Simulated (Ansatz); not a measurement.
Basis-set extrapolation for C3H8S (`CCCS`) (PBE0-D4/def2-TZVP geometry, frozen core, Ansatz). Multiplicity 1, RHF reference.

```csv
,def2-TZVPP,def2-QZVPP
HF,-515.849650,-515.866787
MP2 correlation,-0.713150,-0.762119
CCSD(T) correlation,-0.797629,not run
```

Energies in hartree. Use E(X) = E(∞) + A·exp(−7.88·√X) for Hartree–Fock and E(X) = E(∞) + B·X^(−2.97) for correlation, with X = 3 and 4, and add CCSD(T) minus MP2 of the smaller set to the MP2 limit.

Question: What is the CCSD(T) energy at the basis-set limit?

Answer: HF limit: -515.866787 + (-0.017137) × 0.13774 = -515.86915. MP2 limit: -0.762119 + (-0.048969) × 0.74074 = -0.79839. Higher-order term: -0.797629 − (-0.713150) = -0.08448. Total: -516.75202 hartree, 275.0 kJ/mol below CCSD(T)/def2-TZVPP.
